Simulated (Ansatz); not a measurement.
Start of a relaxation of Fe5Pt:

```yaml
crystal:
  lattice:
    - [2.57871, 0.00000, 0.00000]
    - [-1.28936, 2.23323, 0.00000]
    - [0.00000, 0.00000, 12.63307]
  atoms:
    - { symbol: Fe, position: [0.33333, 0.66667, 0.83333] }
    - { symbol: Fe, position: [0.66667, 0.33333, 0.66667] }
    - { symbol: Fe, position: [0.00000, 0.00000, 0.50000] }
    - { symbol: Fe, position: [0.33333, 0.66667, 0.33333] }
    - { symbol: Fe, position: [0.66667, 0.33333, 0.16667] }
    - { symbol: Pt, position: [0.00000, 0.00000, 0.00000] }
```

Level of theory: DFT PBE, scalar-relativistic, plane waves, PAW (Ansatz 0.2.0). Cutoff 420 eV, Gaussian smearing, Γ-centred meshes. Cell and atoms relax first on a coarse mesh and then on a finer one. In between, the cell is made exact in the group found at 0.06 Å. In metals the finer mesh still leaves noise of several meV/atom or more. The steps can't lower the symmetry of their start. Collinear spin, starting moments Fe 4.0 (×5) μB.

A guess keeps its type if space group and coordination stay and the shape of the cell changes little (axis ratios within about 15 %, angles within 6°); the volume may change.

Question: Will the relaxed cell still be of the starting type?

Answer: It keeps its type. The symmetry stays P-3m1 (No. 164). The volume per atom grows by 6.0 %, from 12.1 to 12.9 Å³. The shortest distance goes from 2.58 Å (Fe–Pt, Fe–Fe and Pt–Pt) to 2.50 Å (Fe–Fe). The ratio c/a of the conventional cell changes by a factor of 0.94. Counting neighbours within 15 % of an atom's shortest distance, the start has Fe 12, Pt 12 and the end Fe 12, Pt 12.

The zero of energy is the elements' standard structures at the same level; no fitted shifts are applied.

Question: At what energy does it end?

Answer: +0.08 eV/atom. The separate elements lie lower, so it is unstable against them.

The last run used collinear spin, an 18×18×4 mesh (in the run's order of axes) for its 6-atom cell and Gaussian smearing of 0.10 eV. Spin–orbit coupling, which can matter for Pt, is left out. Another magnetic order may lie lower. A structure relaxed within its symmetry needn't be a true minimum.
